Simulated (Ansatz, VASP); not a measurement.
**SnO: VASP beside Ansatz**

File INCAR:

```
SYSTEM = SnO
PREC = Accurate
ENCUT = 520
EDIFF = 1E-6
ISMEAR = -1
SIGMA = 0.02
LREAL = .FALSE.
LASPH = .TRUE.
NELM = 100
ALGO = Normal
ISIF = 2
LWAVE = .FALSE.
LCHARG = .TRUE.
LELF = .TRUE.
LVHAR = .TRUE.
NBANDS = 28
```

Contents of KPOINTS:

```
regular mesh
0
G
  6 6 5
  0 0 0
```

The input POSCAR:

```
SnO
1.0
    3.8020000000      0.0000000000      0.0000000000
    0.0000000000      3.8020000000      0.0000000000
    0.0000000000      0.0000000000      4.7392800000
Sn O
2 2
Direct
    0.0000000000      0.5000000000      0.2385000000
    0.5000000000      0.0000000000      0.7615000000
    0.0000000000      0.0000000000      0.0000000000
    0.5000000000      0.5000000000      0.0000000000
```

Input for Ansatz:

```yaml
crystal:
  lattice:
    - [3.802, 0.0, 0.0]
    - [0.0, 3.802, 0.0]
    - [0.0, 0.0, 4.73928]
  atoms:
    - { symbol: Sn, position: [0.0, 0.5, 0.2385] }
    - { symbol: Sn, position: [0.5, 0.0, 0.7615] }
    - { symbol: O, position: [0.0, 0.0, 0.0] }
    - { symbol: O, position: [0.5, 0.5, 0.0] }
kpoints:
  mp_grid: { grid: [6, 6, 5] }
  band_path:
    path:
      - [0.0, 0.0, 0.0]
      - [0.0, 0.5, 0.0]
      - [0.5, 0.5, 0.0]
      - [0.0, 0.0, 0.0]
      - [0.0, 0.0, 0.5]
      - [0.0, 0.5, 0.5]
      - [0.5, 0.5, 0.5]
      - [0.0, 0.0, 0.5]
      - [0.0, 0.5, 0.0]
    npoints: 5
scf:
  occupations: { method: fermi_dirac, width: 0.02 }
hamiltonian:
  xc: lda
  pseudopotentials: { kind: all_electron, lapw: { basis_error: 0.0005 } }
output:
  forces: true
  stress: true
  eigenvalues: true
```

Change from the starting cell: zz strain of -2 %.

Alike in both runs: task single point; functional LDA; k mesh 6 × 6 × 5; occupations fermi-dirac, width 0.02 eV; no spin polarisation.

|  | VASP | Ansatz |
| --- | --- | --- |
| version | VASP 6.6.1 | Ansatz 0.2.0 |
| potentials or method | VASP PAW LDA potentials, release 64 (Sn_d, O) | all-electron LAPW, scalar-relativistic |
| plane-wave cutoff (eV) | 520 | see its input |

VASP gave:

```
pressure (GPa)                                  : -0.9
largest component of the traceless stress (GPa) : 0.79
rms of the force components (eV/Å)              : 0.090
```

What did Ansatz give for the same quantities?

Pressure (GPa): -1.3; largest component of the traceless stress (GPa): 0.79; rms of the force components (eV/Å): 0.044.

Atom by atom the forces differ by 0.046 eV/Å (rms over components). Ansatz ran all-electron here, so the differences hold the error of VASP's frozen core and of both bases.

Caveats: spin-orbit coupling is left out, which moves the levels of the heavy elements; an odd mesh through Γ misses points on the zone boundary, where band edges often lie.
